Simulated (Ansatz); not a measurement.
## Na2Cl in Ansatz: convergence with k mesh

Na2Cl:

```
Cl Na
1.0
     1.96739    1.13587    6.72908
    -1.96739    1.13587    6.72908
     0.00000   -2.27174    6.72908
Cl Na
1 2
Direct
  0.99465 0.00040 0.00130
  0.25569 0.26220 0.23440
  0.73553 0.75103 0.76618
```

The cell comes from a database or a generator and needn't be the stable form of this composition.

The cell isn't the ideal one: atoms moved at random, drawn with an rms of 0.05 Å.

- Program: Ansatz 0.2.0
- Task: convergence study
- Functional: r2SCAN
- Potentials or basis: JTH PAW
- Cutoff: 1440 eV (not typed: the program's choice for these potentials)
- k mesh: 3 × 3 × 3
- Occupations: gaussian, width 0.1 eV
- Spin: no spin polarisation

These are the settings of the first run; the series varies k mesh, with any setting tied to it.

Hardware: 2 threads of Arm Neoverse V1, on a shared host.

Q: The values tried are 3 × 3 × 3, 4 × 4 × 4, 5 × 5 × 5, 6 × 6 × 6, 7 × 7 × 7, 9 × 9 × 9, 11 × 11 × 11, 13 × 13 × 13, loosest first. From which on does the pressure stay within 0.1 GPa of the tightest run that finished?

A: From 4 × 4 × 4 on.

| k mesh | energy less the tightest run, at zero smearing (meV/atom) | pressure (GPa) | largest force (eV/Å) | SCF cycles | CPU time (s) | peak memory (GiB) |
| --- | --- | --- | --- | --- | --- | --- |
| 3 × 3 × 3 | 50.04 | -0.17 | 0.085 | 8 | 47 | 1.3 |
| 4 × 4 × 4 | 3.97 | -0.27 | 0.089 | 8 | 76 | 1.4 |
| 5 × 5 × 5 | 12.67 | -0.26 | 0.089 | 8 | 130 | 1.5 |
| 6 × 6 × 6 | -5.61 | -0.31 | 0.089 | 11 | 230 | 1.8 |
| 7 × 7 × 7 | 8.04 | -0.28 | 0.090 | 11 | 340 | 2.2 |
| 9 × 9 × 9 | 2.47 | -0.29 | 0.089 | 11 | 690 | 3.6 |
| 11 × 11 × 11 | 0.00 | -0.30 | 0.088 | 11 | 1300 | 5.5 |
| 13 × 13 × 13 | timed out after 140 s | - | - | - | - | - |

Against the tightest run, the largest force stays within 0.005 eV/Å from 3 × 3 × 3 on. Not settled before the last step: the energy (to 1 meV/atom). Meshes of other sizes hit other points, so gaps and Fermi surfaces needn't settle smoothly. The tightest run that finished is the yardstick and may itself not be fully converged.

Caveat, for the tightest run too: an odd number of electrons without spin polarisation forces a metal; a magnetic or distorted state may lie lower.
